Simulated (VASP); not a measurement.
Wanted: the native input for a VASP 6.6.1 run.

```yaml
Task: single point
Functional: r2SCAN
Potentials_or_basis: VASP PAW PBE potentials, release 64 (Li_sv, Cl)
Cutoff: 520 eV
k_mesh: 8 × 8 × 8
Occupations: gaussian, width 0.01 eV
Spin: no spin polarisation
Dipole_correction: no
Further_INCAR_settings: ALGO = Normal; EDIFF = 1e-06; NBANDS = 12
```

LiCl:

```
Li Cl
1.0
     0.10878    2.84182    2.84182
     2.84182    0.10878    2.84182
     2.84182    2.84182    0.10878
Li Cl
1 1
Direct
  0.00269 0.00269 0.00269
  0.24731 0.24731 0.24731
```

The cell was built by a generator and needn't be a form met in nature.

The cell isn't the ideal one: shear_111 strain +6.0%.

These files were run (other wordings do the same):

POSCAR

```
LiCl
1.0
    0.1087750932      2.8418176371      2.8418176371
    2.8418176371      0.1087750932      2.8418176371
    2.8418176371      2.8418176371      0.1087750932
Li Cl
1 1
Direct
    0.0026898174      0.0026898174      0.0026898174
    0.2473101826      0.2473101826      0.2473101826
```

INCAR.step1

```
SYSTEM = LiCl
PREC = Accurate
ENCUT = 520
ISMEAR = 0
SIGMA = 0.01
LREAL = .False.
LASPH = .True.
NELM = 100
NBANDS = 12
GGA = PE
ALGO = Normal
EDIFF = 1E-4
LWAVE = .True.
LCHARG = .False.
```

INCAR.step2

```
SYSTEM = LiCl
PREC = Accurate
ENCUT = 520
EDIFF = 1E-6
ISMEAR = 0
SIGMA = 0.01
LREAL = .False.
LASPH = .True.
NELM = 100
ALGO = Normal
ISIF = 2
LWAVE = .False.
LCHARG = .True.
METAGGA = R2SCAN
LMIXTAU = .True.
LELF = .True.
LVHAR = .True.
NBANDS = 12
ISTART = 1
```

KPOINTS

```
regular mesh
0
Gamma
  8 8 8
  0 0 0
```

Potentials or basis: VASP PAW PBE potentials, release 64 (Li_sv, Cl).

Run with:

```sh
$ cat potpaw_PBE.64/Li_sv/POTCAR potpaw_PBE.64/Cl/POTCAR > POTCAR
$ cp INCAR.step1 INCAR
$ mpirun -np 1 vasp_std > vasp.out
$ cp INCAR.step2 INCAR
$ mpirun -np 1 vasp_std > vasp.out
```

Results of the run:

```json
{
 "Largest force": "0.010 eV/Å",
 "Band gap on the k mesh": "6.45 eV, direct"
}
```

Caveat: the PAW data sets were made with another functional, which shifts forces and pressure a little.

Wall time 110 s on 1 thread of AMD EPYC 7R13 Processor (Zen 3), with other jobs on the host, peak memory 0.14 GiB.
